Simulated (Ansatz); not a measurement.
**How far is PAW off for W?**

```
CELL_PARAMETERS angstrom
-1.59730 1.59730 1.59730
1.59730 -1.59730 1.59730
1.59730 1.59730 -1.59730
ATOMIC_POSITIONS crystal
W 0.00000 0.00000 0.00000
```

Structure: COD 9006499, as refined from experiment and not relaxed. It was measured hot, at 2171 K.

No spin–orbit coupling, which matters for the heavy atoms here.

All numbers are computed: DFT, LDA, PAW with Ansatz's default frozen-core files, scalar-relativistic (Ansatz 0.2.0); DFT, LDA, all-electron LAPW, scalar-relativistic (Ansatz 0.2.0).

For PAW: a Γ-centred 14×14×14 k mesh, Fermi–Dirac smearing of 0.03 eV, cutoff 420 eV, no spin polarisation; the PAW files were made with PBE, and the program remakes their frozen cores for this functional. LAPW targets a basis error of 1 meV/atom. The Ansatz runs share mesh, smearing and spin set-up. Plane-wave (PAW) pressures include the program's estimate of the Pulay term.

Stress and pressure are positive in compression.

Levels count from the Fermi level.

PAW results:

```json
{"quantity": "pressure (GPa)", "PAW": "-16.42"}
{"quantity": "highest filled level at H (eV)", "PAW": "-5.722"}
{"quantity": "lowest empty level at H (eV)", "PAW": "4.826"}
{"quantity": "highest filled level at P (eV)", "PAW": "-2.967"}
{"quantity": "lowest empty level at P (eV)", "PAW": "2.978"}
{"quantity": "highest filled level at Γ (eV)", "PAW": "-1.324"}
{"quantity": "lowest empty level at Γ (eV)", "PAW": "2.006"}
```

(1) What does full-potential LAPW give for the same quantities?

Results:

(1) 
```csv
quantity,LAPW
pressure (GPa),-16.34
highest filled level at H (eV),-5.722
lowest empty level at H (eV),4.827
highest filled level at P (eV),-2.966
lowest empty level at P (eV),2.979
highest filled level at Γ (eV),-1.325
lowest empty level at Γ (eV),2.007
```
